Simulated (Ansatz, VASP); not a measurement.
# F: VASP beside Ansatz

```xyz
1
Lattice="1.7389 0.0000 0.0000 0.0000 1.7389 0.0000 0.0000 0.0000 1.7389" Properties=species:S:1:pos:R:3 pbc="T T T"
F     0.0000    0.0000    0.0000
```

Change from the starting cell: volume scaled by 0.5, LAPW.

Alike in both runs: task single point; functional PBE; k mesh 17 × 17 × 17; occupations fermi-dirac, width 0.05 eV; no spin polarisation.

```csv
,VASP,Ansatz
version,VASP 6.6.1,Ansatz 0.2.0
potentials or method,"VASP PAW PBE potentials, release 64 (F), cutoff 520 eV","all-electron LAPW, scalar-relativistic"
```

Ansatz gave:

* pressure (GPa): 251.3

Which values does VASP return?

Pressure (GPa): 250.5.

Ansatz ran all-electron here, so the differences hold the error of VASP's frozen core and of both bases.

Caveats: the cell as given lies far from equilibrium; so large a pressure means that the cell lies far from this level's equilibrium, or that cutoff or potentials fall short (VASP); an odd number of electrons without spin polarisation forces a metal; a magnetic or distorted state may lie lower.
